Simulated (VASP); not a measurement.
# Sb (Im-3m) in VASP: settings compared

The runs below take Sb through band structure, elastic constants, with PBEsol, r2SCAN, LDA.

All numbers are computed with VASP 6.6.1; they aren't measurements. Logs are shortened: lines on timing, memory, paths and dates and some standing lists are left out, and cuts for length are marked.

## 1. The crystal as given

It takes space group Im-3m (No. 229, cubic). Conventional cell: a = 3.743 Å, b = 3.743 Å, c = 3.743 Å, α = 90.00°, β = 90.00°, γ = 90.00°. Around Sb (site symmetry m-3m) lie 8 Sb at 3.24 Å.

This isn't the form of Sb at room conditions, which is rhombohedral.

## 2. Band structure, PBEsol, spin-orbit coupling, no magnetisation

File INCAR:

```
SYSTEM = Sb
PREC     = Accurate       ! precision mode
ENCUT    = 400            ! plane-wave cutoff, eV
EDIFF    = 1E-6           ! SCF threshold, eV
ISMEAR   = -1             ! smearing method
SIGMA    = 0.02           ! smearing width, eV
LREAL    = .FALSE.        ! projectors in reciprocal space
LASPH    = .TRUE.         ! aspherical terms in the spheres
NELM     = 80             ! most SCF steps
ALGO     = Normal         ! electronic algorithm
ISIF     = 2              ! what is computed and relaxed
LWAVE    = .FALSE.        ! write WAVECAR
LCHARG   = .FALSE.        ! write CHGCAR
LNONCOLLINEAR= .TRUE.         ! non-collinear magnetism
MAGMOM   = 0 0 0          ! initial moments
LORBIT   = 11             ! projections on sites
LSORBIT  = .TRUE.         ! spin-orbit coupling
GGA_COMPAT= .FALSE.      
GGA      = PS             ! functional
IMIX     = 1            
AMIX     = 0.1
```

File KPOINTS:

```
Automatic mesh
0
G
  7 7 7
  0 0 0
```

File POSCAR:

```
Sb
1.0
   -1.8713408863      1.8713408863      1.8713408863
    1.8713408863     -1.8713408863      1.8713408863
    1.8713408863      1.8713408863     -1.8713408863
Sb
1
Direct
    0.0000000000      0.0000000000      0.0000000000
```

File KPOINTS_OPT:

```
path GHNGPH,PN
15
line-mode
reciprocal
 0.0000000000  0.0000000000  0.0000000000  G
 0.5000000000 -0.5000000000  0.5000000000  H

 0.5000000000 -0.5000000000  0.5000000000  H
 0.0000000000  0.0000000000  0.5000000000  N

 0.0000000000  0.0000000000  0.5000000000  N
 0.0000000000  0.0000000000  0.0000000000  G

 0.0000000000  0.0000000000  0.0000000000  G
 0.2500000000  0.2500000000  0.2500000000  P

 0.2500000000  0.2500000000  0.2500000000  P
 0.5000000000 -0.5000000000  0.5000000000  H

 0.2500000000  0.2500000000  0.2500000000  P
 0.0000000000  0.0000000000  0.5000000000  N
```

Potentials or basis: VASP PAW PBE potentials, release 64 (Sb_d_GW).

Started as:

```console
> cat potpaw_PBE.64/Sb_d_GW/POTCAR > POTCAR
> mpirun -np 1 vasp_ncl > vasp.out
```

OUTCAR:

```text
SYSTEM = Sb
   PREC = Accurate
   ENCUT = 400
   EDIFF = 1E-6
   ISMEAR = -1
   LREAL = .FALSE.
   LASPH = .TRUE.
   NELM = 80
   ISIF = 2
   LNONCOLLINEAR = .TRUE.
   LORBIT = 11
   LSORBIT = .TRUE.
   GGA = PS
   IMIX = 1
   AMIX = 0.1

 ion  position               nearest neighbor table
   1  0.000  0.000  0.000-

  LATTYP: Found a body centered cubic cell.
 ALAT       =     3.7426817726

  Lattice vectors:

 A1 = (  -1.8713408863,   1.8713408863,   1.8713408863)
 A2 = (   1.8713408863,  -1.8713408863,   1.8713408863)
 A3 = (   1.8713408863,   1.8713408863,  -1.8713408863)

Analysis of symmetry for initial positions (statically):
=====================================================================
 Subroutine PRICEL returns:
 Original cell was already a primitive cell.

 Routine SETGRP: Setting up the symmetry group for a
 body centered cubic supercell.

 Subroutine GETGRP returns: Found 48 space group operations
 (whereof 48 operations were pure point group operations)
 out of a pool of 48 trial point group operations.

The static configuration has the point symmetry O_h .

Analysis of symmetry for dynamics (positions and initial velocities):
=====================================================================
 Subroutine PRICEL returns:
 Original cell was already a primitive cell.

 Routine SETGRP: Setting up the symmetry group for a
 body centered cubic supercell.

 Subroutine GETGRP returns: Found 48 space group operations
 (whereof 48 operations were pure point group operations)
 out of a pool of 48 trial point group operations.

The dynamic configuration has the point symmetry O_h .

Analysis of structural, dynamic, and magnetic symmetry:
=====================================================================
 Subroutine PRICEL returns:
 Original cell was already a primitive cell.

 Routine SETGRP: Setting up the symmetry group for a
 body centered cubic supercell.

 Subroutine GETGRP returns: Found 48 space group operations
 (whereof 48 operations were pure point group operations)
 out of a pool of 48 trial point group operations.

The overall configuration has the point symmetry O_h .

 Subroutine INISYM returns: Found 48 space group operations
 (whereof 48 operations are pure point group operations),
 and found     1 'primitive' translations

----------------------------------------------------------------------------------------

                                     Primitive cell

  volume of cell :      26.2131

  direct lattice vectors                    reciprocal lattice vectors
    -1.871340886  1.871340886  1.871340886     0.000000000  0.267188092  0.267188092
     1.871340886 -1.871340886  1.871340886     0.267188092  0.000000000  0.267188092
     1.871340886  1.871340886 -1.871340886     0.267188092  0.267188092  0.000000000

  length of vectors
     3.241257493  3.241257493  3.241257493     0.377861023  0.377861023  0.377861023

  position of ions in fractional coordinates (direct lattice)
     0.000000000  0.000000000  0.000000000

  ion indices of the primitive-cell ions
   primitive index   ion index
                 1           1

----------------------------------------------------------------------------------------

 KPOINTS: Automatic mesh

Automatic generation of k-mesh.
 Grid dimensions read from file:
 generate k-points for:    7    7    7

 Generating k-lattice:

  Cartesian coordinates                     Fractional coordinates (reciprocal lattice)
     0.000000000  0.038169727  0.038169727     0.142857143  0.000000000  0.000000000
     0.038169727  0.000000000  0.038169727     0.000000000  0.142857143  0.000000000
     0.038169727  0.038169727  0.000000000     0.000000000  0.000000000  0.142857143

  Length of vectors
     0.053980146  0.053980146  0.053980146

  Shift w.r.t. Gamma in fractional coordinates (k-lattice)
     0.000000000  0.000000000  0.000000000

 Subroutine IBZKPT returns following result:
 ===========================================

 Found     20 irreducible k-points:

 Following reciprocal coordinates:
            Coordinates               Weight
  0.000000  0.000000  0.000000      1.000000
  0.142857  0.000000  0.000000     12.000000
  0.285714  0.000000  0.000000     12.000000
  0.428571  0.000000  0.000000     12.000000
  0.142857  0.142857  0.000000     24.000000
  0.285714  0.142857  0.000000     48.000000
[... 12 lines left out ...]
 -0.428571 -0.428571  0.285714      8.000000
 -0.428571  0.428571  0.428571      6.000000
   k-points           NKPTS =     20   k-points in BZ     NKDIM =     20   number of bands    NBANDS=     22
   number of dos      NEDOS =    301   number of ions     NIONS =      1
   total plane-waves  NPLWV =  13824
   dimension x,y,z NGX =    24 NGY =   24 NGZ =   24
   dimension x,y,z NGXF=    48 NGYF=   48 NGZF=   48
   ions per type =               1
   NGX,Y,Z   is equivalent  to a cutoff of  12.31, 12.31, 12.31 a.u.
   NGXF,Y,Z  is equivalent  to a cutoff of  24.62, 24.62, 24.62 a.u.
 SYSTEM =  Sb
   PREC   = accura    normal or accurate (medium, high low for compatibility)
   ISTART =      0    job   : 0-new  1-cont  2-samecut
   ICHARG =      2    charge: 1-file 2-atom 10-const
   ISPIN  =      1    spin polarized calculation?
   LNONCOLLINEAR =      T non collinear calculations
   LSORBIT =      T    spin-orbit coupling
   LASPH  =      T    aspherical Exc in radial PAW
   ENCUT  =  400.0 eV  29.40 Ry    5.42 a.u.   5.29  5.29  5.29*2*pi/ulx,y,z
   NELM   =     80;   NELMIN=  2; NELMDL= -5     # of ELM steps
   EDIFF  = 0.1E-05   stopping-criterion for ELM
   LREAL  =      F    real-space projection
   EDIFFG = 0.1E-04   stopping-criterion for IOM
   NSW    =      0    number of steps for IOM
   IBRION =     -1    ionic relax: 0-MD 1-quasi-New 2-CG
   NFREE  =      0    steps in history (QN), initial steepest desc. (CG)
   ISIF   =      2    stress and relaxation
   ISYM   =      2    0-nonsym 1-usesym 2-fastsym
   POTIM  = 0.5000    time-step for ionic-motion
   TEBEG  =    0.0;   TEEND  =   0.0 temperature during run
   PSTRESS=    0.0 pullay stress
   NELECT =      15.0000    total number of electrons
   NUPDOWN=      -1.0000    fix difference up-down
   EMIN   =  10.00;   EMAX   =-10.00  energy-range for DOS
   EFERMI =   0.00;   METHOD = LEGACY
   ISMEAR =    -1;   SIGMA  =   0.02  broadening in eV -4-tet -1-fermi 0-gaus
   EFERMI_NEDOS =   21; number of points for ismear=-14 and -15
   IALGO  =     38    algorithm
   IMIX   =      1    mixing-type and parameters
     AMIX     =   0.10;   BMIX     =  1.00
     AMIX_MAG =   0.40;   BMIX_MAG =  1.00
  volume/ion in A,a.u.               =      26.21       176.89
  Fermi-wavevector in a.u.,A,eV,Ry     =   1.359145  2.568411 25.133691  1.847274
  Thomas-Fermi vector in A             =   2.485918
   LORBIT       =     11    0 simple, 1 ext, 2 COOP (PROOUT), +10 PAW based schemes
   GGA     = PS    functional components
   LHFCALC =     F    Hartree Fock is set to
   AEXX    =    0.0000 exact exchange contribution
   IVDW    =     0    specifies the selected vdW correction
   LEPSILON=     F    determine dielectric tensor
   LRPA    =     F    only Hartree local field effects (RPA)
  energy-cutoff  :      400.00
  volume of cell :       26.21
 maximum number of plane-waves:       974
 NGX is ok and might be reduce to    24

 number of electron      15.0000000 magnetization       0.0000000      0.0000000      0.0000000

 number of electron      14.9999991 magnetization      -0.0000000     -0.0000000     -0.0000000

 number of electron      14.9999988 magnetization       0.0000000     -0.0000000      0.0000000

 number of electron      14.9999987 magnetization      -0.0000000     -0.0000000      0.0000000

 Free energy of the ion-electron system (eV)
  ---------------------------------------------------
  ext. energy  EPLUGINS =         0.00000000
  ---------------------------------------------------
  free energy    TOTEN  =        -4.43748837 eV

  energy without entropy =       -4.43523730  energy(sigma->0) =       -4.43636284

 E-fermi :   6.6081     XC(G=0): -10.9038

 val. band max:        6.5369560829   @ k =   0.2857   0.1429   0.1429
 cond. band min:       6.6431797069   @ k =  -0.4286   0.4286   0.2857
 fundamental gap:      0.1062236240
 Fermi energy:         6.6080957705

 k-point     1 :       0.0000    0.0000    0.0000
  band No.  band energies     occupation
      1     -23.4279      1.00000
      2     -23.4279      1.00000
      3     -23.4279      1.00000
      4     -23.4279      1.00000
      5     -22.2243      1.00000
      6     -22.2243      1.00000
[... 14 lines left out ...]
     21      17.8358      0.00000
     22      17.8367      0.00000

 k-point     2 :       0.1429    0.0000    0.0000
  band No.  band energies     occupation
      1     -23.4265      1.00000
      2     -23.4265      1.00000
      3     -23.4206      1.00000
      4     -23.4206      1.00000
      5     -22.2152      1.00000
      6     -22.2152      1.00000
[... 14 lines left out ...]
     21      15.8415      0.00000
     22      15.8415      0.00000
[... 423 lines left out ...]
     21      11.5525      0.00000
     22      11.5525      0.00000

 k-point    20 :      -0.4286    0.4286    0.4286
  band No.  band energies     occupation
      1     -23.3952      1.00000
      2     -23.3952      1.00000
      3     -23.3939      1.00000
      4     -23.3939      1.00000
      5     -22.1747      1.00000
      6     -22.1747      1.00000
[... 14 lines left out ...]
     21      10.7454      0.00000
     22      10.7454      0.00000

------------------------ aborting loop because EDIFF is reached ----------------------------------------

  FORCE on cell =-STRESS in cart. coord.  units (eV):
  Direction    XX          YY          ZZ          XY          YZ          ZX
  --------------------------------------------------------------------------------------
  -------------------------------------------------------------------------------------
  Total       -0.1497640     -0.1497640     -0.1497640     -0.0000000      0.0000000     -0.0000000
  in kB       -9.1537534     -9.1537534     -9.1537534     -0.0000000      0.0000000     -0.0000000
  external PRESSURE =      -9.1537534 kB  Pullay stress =       0.0000000 kB

 VOLUME and BASIS-vectors are now :
 -----------------------------------------------------------------------------
  energy-cutoff  :      400.00
  volume of cell :       26.21
      direct lattice vectors                 reciprocal lattice vectors
    -1.871340886  1.871340886  1.871340886     0.000000000  0.267188092  0.267188092
     1.871340886 -1.871340886  1.871340886     0.267188092  0.000000000  0.267188092
     1.871340886  1.871340886 -1.871340886     0.267188092  0.267188092  0.000000000

 POSITION                                       TOTAL-FORCE (eV/Angst)
 -----------------------------------------------------------------------------------
      0.00000      0.00000      0.00000        -0.000000     -0.000000      0.000000
 -----------------------------------------------------------------------------------
    total drift:                                0.000000      0.000000      0.000000

  FREE ENERGIE OF THE ION-ELECTRON SYSTEM (eV)
  ---------------------------------------------------
  free  energy   TOTEN  =        -4.4374883728 eV

  energy  without entropy=       -4.4352373012  energy(sigma->0) =       -4.43636284

 Spin-Orbit-Coupling matrix elements

 Ion:    1  E_soc:     -0.2443253
 l=   1
     0.0000000    -0.0268729    -0.0268729
    -0.0268729     0.0000000    -0.0268729
    -0.0268729    -0.0268729     0.0000000
 l=   2
     0.0000000    -0.0028124     0.0000000    -0.0028124    -0.0110356
    -0.0028124     0.0000000    -0.0082767    -0.0028124    -0.0027589
     0.0000000    -0.0082767     0.0000000    -0.0082767     0.0000000
    -0.0028124    -0.0028124    -0.0082767     0.0000000    -0.0027589
    -0.0110356    -0.0027589     0.0000000    -0.0027589     0.0000000
 l=   3
     0.0000000     0.0000000     0.0000000     0.0000000     0.0000000     0.0000000     0.0000000
     0.0000000     0.0000000     0.0000000     0.0000000     0.0000000     0.0000001     0.0000000
     0.0000000     0.0000000     0.0000000     0.0000000     0.0000000     0.0000000     0.0000000
     0.0000000     0.0000000     0.0000000     0.0000000     0.0000000     0.0000000     0.0000000
     0.0000000     0.0000000     0.0000000     0.0000000     0.0000000     0.0000000     0.0000000
     0.0000000     0.0000001     0.0000000     0.0000000     0.0000000     0.0000000     0.0000000
     0.0000000     0.0000000     0.0000000     0.0000000     0.0000000     0.0000000     0.0000000

 total charge

# of ion       s       p       d       f       tot
--------------------------------------------------
    1        1.377   1.255  10.015   0.010  12.657

 magnetization (x)

# of ion       s       p       d       f       tot
--------------------------------------------------
    1        0.000  -0.000  -0.000   0.000  -0.000

 magnetization (y)

# of ion       s       p       d       f       tot
--------------------------------------------------
    1       -0.000   0.000  -0.000   0.000  -0.000

 magnetization (z)

# of ion       s       p       d       f       tot
--------------------------------------------------
    1        0.000   0.000   0.000   0.000   0.000
```

Run time: 6.5 min. Hardware: 1 thread of AMD EPYC, shared host; peak memory 0.17 GiB.

These settings aren't checked as converged (typed here: ENCUT = 400; IMIX = 1; AMIX = 0.1): the numbers below hold their error.

Results:

```
Free energy                                           : -4.4375 eV
Pressure                                              : -0.9 GPa
Valence electrons inside the program's atomic spheres : Sb 12.66
```

Caveat: the PAW data sets were made with another functional, which shifts forces and pressure a little.

(Continued in part 2 of 2.)
